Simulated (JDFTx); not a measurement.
Write the native input for JDFTx 1.7.0 (patched build) that does the following.

```
Task                                    : relaxation of cell and atoms
Functional                              : PBE
Potentials or basis                     : PseudoDojo-SR-PBE-0.5-stringent with smoothed tails
Cutoff                                  : 1143 eV
Density cutoff                          : 4572 eV
k mesh                                  : 10 × 10 × 10
Occupations                             : fermi-dirac, width 0.05 eV
Spin                                    : no spin polarisation
Local potential set to -Z/r beyond      : 6 bohr
Bands                                   : 15
Density cutoff over wavefunction cutoff : 4
Max SCF steps                           : 100
SCF threshold on the energy             : 1e-09 Ha
Solver of the electrons                 : scf
Further solve for the empty bands       : no
```

Crystal: Pt.

```
CELL_PARAMETERS angstrom
0.00000 1.96090 1.96090
1.96090 0.00000 1.96090
1.96090 1.96090 0.00000
ATOMIC_POSITIONS crystal
Pt 0.00000 0.00000 0.00000
```

These files were run (other wordings do the same):

Pt.in

```
lattice \
    0.0000000000     3.7055639578     3.7055639578 \
    3.7055639578     0.0000000000     3.7055639578 \
    3.7055639578     3.7055639578     0.0000000000
coords-type Cartesian
ion Pt     0.0000000000     0.0000000000     0.0000000000 1

ion-species pseudo/Pt.upf
elec-cutoff 42
elec-ex-corr gga-PBE
kpoint-folding 10 10 10
elec-smearing Fermi 0.0018374661
elec-n-bands 15
electronic-SCF nIterations 100 energyDiffThreshold 1e-09
electronic-minimize nIterations 30 energyDiffThreshold 1e-7
forces-output-coords Cartesian
lattice-minimize nIterations 40 energyDiffThreshold 1e-6

dump-name run.$VAR
dump End Ecomponents EigStats BandEigs Kpoints Forces Stress
```

Potentials or basis: PseudoDojo-SR-PBE-0.5-stringent with smoothed tails.

The run is started by

```bash
$ jdftx -c 1 -i Pt.in -o Pt.out
```

It gave:

```yaml
Relaxed_volume: 15.61 Å³/atom
Relaxed_cell: a = 2.805 Å, b = 2.805 Å, c = 2.805 Å, α = 60.00°, β = 60.00°, γ = 60.00°
Space_group_after_relaxing_to_0.05_Å: Fm-3m (No. 225)
Energy_gained_by_relaxing: 15.4 meV/atom
Ionic_steps: 6
Pressure_after_relaxing: 0.0 GPa
Band_gap_on_the_k_mesh: none (metal or under the smearing width)
```

Wall time 88 s on 1 thread of Arm Neoverse V1 (shared host), peak memory 0.08 GiB.
